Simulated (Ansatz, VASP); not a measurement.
Given: the input of a run of VASP 6.6.1 on P.

File INCAR:

```
PREC     = Accurate       # precision mode
ENCUT    = 520            # plane-wave cutoff, eV
EDIFF    = 1E-7           # SCF threshold, eV
ISMEAR   = -1             # smearing method
SIGMA    = 0.05           # smearing width, eV
LREAL    = False          # projectors in reciprocal space
LASPH    = True           # aspherical terms in the spheres
NELM     = 60             # most SCF steps
ALGO     = Normal         # electronic algorithm
ISIF     = 2              # what is computed and relaxed
LWAVE    = False          # write WAVECAR
LCHARG   = False          # write CHGCAR
GGA      = PS             # functional
NBANDS   = 18             # bands
```

The input KPOINTS:

```
regular mesh
0
Gamma
  8 8 6
```

POSCAR

```
P
1.0
    1.6800600174     -5.5722225395      0.0000000000
    1.6800600174      5.5722225395      0.0000000000
    0.0000000000      0.0000000000      4.6327491080
P
4
Direct
    0.9041431300      0.0958568700      0.5888151700
    0.0958568700      0.9041431300      0.4111848300
    0.5958568700      0.4041431300      0.0888151700
    0.4041431300      0.5958568700      0.9111848300
```

Potentials or basis: VASP PAW PBE potentials, release 64 (P).

Run with:

```console
$ cat potpaw_PBE.64/P/POTCAR > POTCAR
$ mpirun -np 1 vasp_std > vasp.out
```

Q: Translate it to Ansatz 0.2.0. Potentials there: Ansatz PAW.

A: As run (the cutoff follows the program's own potentials):

Contents of input.yaml:

```yaml
crystal:
  lattice:
    - [1.6800600174, -5.5722225395, 0.0]
    - [1.6800600174, 5.5722225395, 0.0]
    - [0.0, 0.0, 4.632749108]
  atoms:
    - { symbol: P, position: [0.90414313, 0.09585687, 0.58881517] }
    - { symbol: P, position: [0.09585687, 0.90414313, 0.41118483] }
    - { symbol: P, position: [0.59585687, 0.40414313, 0.08881517] }
    - { symbol: P, position: [0.40414313, 0.59585687, 0.91118483] }
hamiltonian:
  xc: pbesol
  pseudopotentials: { kind: paw }
kpoints:
  mp_grid: { grid: [8, 8, 6] }
scf:
  occupations: { method: fermi_dirac, width: 0.05 }
output:
  forces: true
  stress: true
  eigenvalues: true
```

Potentials or basis: Ansatz PAW.

Command:

```sh
$ ansatz run input.yaml --threads 1 --pin off --max-ram 3584MiB --backend cpu --events-out ev --progress --plain --runs-dir out
```

Both were run:

|  | VASP | Ansatz | Ansatz less VASP |
| --- | --- | --- | --- |
| gap on the k mesh at the Fermi level (eV) | 0.13 | 0.11 | -0.016 |
| least direct gap on the mesh (eV) | 0.13 | 0.11 | -0.016 |
| pressure (GPa) | -4.5 | -4.4 | +0.10 |
| largest component of the traceless stress (GPa) | 1.36 | 1.40 | +0.037 |
| rms of the force components (eV/Å) | 0.152 | 0.142 | -0.0105 |

Atom by atom the forces differ by 0.012 eV/Å (rms over components).

Caveats: the PAW data sets were made with another functional, which shifts forces and pressure a little (VASP); the PAW data sets come from PBE, with cores solved anew for the run's functional, which leaves a small shift of forces and pressure (Ansatz). A k mesh can miss the band edges.
